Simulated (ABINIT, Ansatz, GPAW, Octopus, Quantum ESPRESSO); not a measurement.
Cost and result for the band gap of Al2O3

```cif
data_structure
_symmetry_space_group_name_H-M 'P-3m1'
_symmetry_Int_Tables_number 164
_cell_length_a 3.0175
_cell_length_b 3.0175
_cell_length_c 7.5746
_cell_angle_alpha 90.000
_cell_angle_beta 90.000
_cell_angle_gamma 120.000
_cell_volume 59.73
loop_
_atom_site_label
_atom_site_type_symbol
_atom_site_symmetry_multiplicity
_atom_site_Wyckoff_symbol
_atom_site_fract_x
_atom_site_fract_y
_atom_site_fract_z
_atom_site_occupancy
Al1 Al 2 c 0.00000 0.00000 0.72205 1
O1 O 1 b 0.00000 0.00000 0.50000 1
O2 O 2 d 0.66667 0.33333 0.80055 1
```

Measurements of this composition are mostly on another form, of space group No. 167.

| rung | level | program and potentials | cutoff (eV) | k mesh | task | core time | chip | band gap (eV) | notes |
| --- | --- | --- | --- | --- | --- | --- | --- | --- | --- |
| LDA | LDA | GPAW, the program's PAW data sets (release 1.2.1) made for this functional | 800 | 10 × 10 × 4 | single point | 48 s | Arm Neoverse V2 | 2.24 | - |
| GGA | PBEsol | GPAW, PAW data sets generated for this functional | 800 | 10 × 10 × 4 | single point | 51 s | Arm Neoverse V2 | 2.23 | - |
| LDA | LDA | GPAW, the program's PAW data sets (release 1.2.1) made for this functional | 800 | 8 × 8 × 3 | band structure | 62 s | Arm Neoverse V2 | 2.24 | - |
| GGA | PBEsol | Quantum ESPRESSO, GBRV 1.5 PBEsol | 612 | 10 × 10 × 4 | band structure | 62 s | Intel Xeon Platinum 8259CL Skylake/Cascade Lake | 2.22 | - |
| LDA | LDA | Quantum ESPRESSO, GBRV 1.5 LDA | 612 | 10 × 10 × 4 | band structure | 63 s | Intel Xeon Platinum 8259CL Skylake/Cascade Lake | 2.21 | - |
| LDA | LDA | Ansatz, all-electron LAPW, scalar-relativistic | - | 10 × 10 × 4 | band structure | 1.8 min | Intel Xeon Skylake/Cascade Lake | 2.23 | - |
| GGA | PBEsol | Ansatz, all-electron LAPW, scalar-relativistic | - | 10 × 10 × 4 | band structure | 1.9 min | Intel Xeon Skylake/Cascade Lake | 2.24 | - |
| LDA | LDA | ABINIT, JTH PAW LDA v2.0 | 626 | 10 × 10 × 4 | band structure | 2.4 min | Arm Neoverse V1 | 2.18 | - |
| meta-GGA | r2SCAN | GPAW, GPAW PAW data sets (gpaw-data 1.2.1) | 800 | 8 × 8 × 3 | band structure | 6.2 min | Arm Neoverse N1 | 3.03 | potentials made for PBE |
| GGA | PBEsol | Octopus, pseudodojo_pbesol (PseudoDojo 0.4, PBEsol) | - | 10 × 10 × 4 | single point | 15 min | Arm Neoverse V2 | 2.18 | - |

Times are single runs on shared hosts and different chips, so they are rough; meshes, cutoffs and the tasks' sizes weigh on the time. All rows: no spin polarisation. Gaps are the least found on the k mesh or the band path, and a mesh can miss the band edges. Meshes differ between rows, which moves values too. All levels ran on this one cell, unrelaxed unless noted. Meshes are those of the run's cell of 5 atoms unless a note names another. Runs on faulty files, with rough fits or with known faults for this quantity aren't shown. PBE isn't shown for this crystal. No row holds spin-orbit coupling.

By rung: LDA 2.18 to 2.24; GGA 2.18 to 2.24; meta-GGA 3.03 (eV).
